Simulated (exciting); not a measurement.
AlNi: equation of state with PBE

AlNi:

```
Ni Al
1.0
     2.88100    0.00000    0.00000
     0.00000    2.88100    0.00000
     0.00000    0.00000    2.88100
Ni Al
1 1
Cartesian
  1.4405 1.4405 1.4405
  0.0000 0.0000 0.0000
```

| Property | Result |
| --- | --- |
| Program | exciting (release sodium) |
| Task | equation of state |
| Functional | PBE |
| Potentials or basis | all-electron LAPW+lo, shipped species files, valence relativity iora* |
| rgkmax | 9 |
| k mesh | 9 × 9 × 9 |
| Occupations | fermi-dirac, width 0.05 eV |
| Spin | collinear spin, ferromagnetic start |

| Item | Value |
| --- | --- |
| Equilibrium volume | 12.10 Å³/atom |
| Bulk modulus | 159 GPa |
| Pressure derivative of the bulk modulus | 4.5 |

Energy against volume, from the lowest point:
| volume (Å³/atom) | energy (meV/atom) |
| --- | --- |
| 11.239 | 34.57 |
| 11.478 | 17.18 |
| 11.717 | 5.96 |
| 11.956 | 0.42 |
| 12.196 | 0.00 |
| 12.435 | 3.83 |
| 12.674 | 11.96 |

PBE usually gives volumes a little too large and moduli too small. Zero-point motion and thermal expansion aren't in these numbers.
